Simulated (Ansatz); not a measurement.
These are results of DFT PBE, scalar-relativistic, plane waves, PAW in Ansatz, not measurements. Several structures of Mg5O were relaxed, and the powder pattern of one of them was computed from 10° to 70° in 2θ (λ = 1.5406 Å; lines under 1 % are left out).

Cu Kα1 powder pattern (kinematic, no thermal factors).
2θ (°) (relative intensity): 13.55 (10), 20.39 (4), 27.30 (2), 33.22 (56), 33.94 (5), 34.31 (40), 36.03 (55), 39.29 (100), 43.51 (17), 48.50 (31), 54.12 (8), 59.35 (37), 60.29 (23), 66.97 (10), 69.74 (6)

**Question.** Which structure gives it?
A.

Space group P6_3/mmc (No. 194). a = 3.148 Å, b = 3.148 Å, c = 25.587 Å, α = 90.00°, β = 90.00°, γ = 120.00°
```json
{"atom": "Mg", "site": "4f", "symmetry": "3m.", "x": "0.3333", "y": "0.6667", "z": "0.4518"}
{"atom": "Mg", "site": "4f", "symmetry": "3m.", "x": "0.3333", "y": "0.6667", "z": "0.6493"}
{"atom": "Mg", "site": "2c", "symmetry": "-6m2", "x": "0.6667", "y": "0.3333", "z": "0.7500"}
{"atom": "O", "site": "2a", "symmetry": "-3m.", "x": "0.0000", "y": "0.0000", "z": "0.5000"}
```

B.

Space group P-3m1 (No. 164). a = 3.126 Å, b = 3.126 Å, c = 25.874 Å, α = 90.00°, β = 90.00°, γ = 120.00°
```tsv
atom	site	symmetry	x	y	z
Mg	1a	-3m.	0.0000	0.0000	0.0000
Mg	2d	3m.	0.6667	0.3333	0.9049
Mg	2d	3m.	0.3333	0.6667	0.8044
Mg	2c	3m.	0.0000	0.0000	0.7028
Mg	1b	-3m.	0.0000	0.0000	0.5000
Mg	2d	3m.	0.6667	0.3333	0.6017
O	2d	3m.	0.6667	0.3333	0.0469
```

C.

Space group P6/mmm (No. 191). a = 5.933 Å, b = 5.933 Å, c = 6.689 Å, α = 90.00°, β = 90.00°, γ = 120.00°
```
atom  site  symmetry       x       y       z
  Mg    3g       mmm  0.5000  0.0000  0.5000
  Mg    2e       6mm  0.0000  0.0000  0.7290
   O    1a     6/mmm  0.0000  0.0000  0.0000
```

D.

Space group P-6m2 (No. 187). a = 3.112 Å, b = 3.112 Å, c = 13.058 Å, α = 90.00°, β = 90.00°, γ = 120.00°
```json
{"atom": "Mg", "site": "2i", "symmetry": "3m.", "x": "0.6667", "y": "0.3333", "z": "0.1013"}
{"atom": "Mg", "site": "2g", "symmetry": "3m.", "x": "0.0000", "y": "0.0000", "z": "0.3005"}
{"atom": "Mg", "site": "1f", "symmetry": "-6m2", "x": "0.6667", "y": "0.3333", "z": "0.5000"}
{"atom": "O", "site": "1a", "symmetry": "-6m2", "x": "0.0000", "y": "0.0000", "z": "0.0000"}
```

**Answer.** D. Its strongest line, at 2θ = 39.29°, has d = λ/(2 sin θ) = 2.291 Å and is the (1 0 3) reflection of the conventional P-6m2 cell with a = 3.112 Å, c = 13.058 Å. The others have their strongest lines at 37.3° (A); 41.3° (B); 34.9° (C).

The cells needn't be stable.
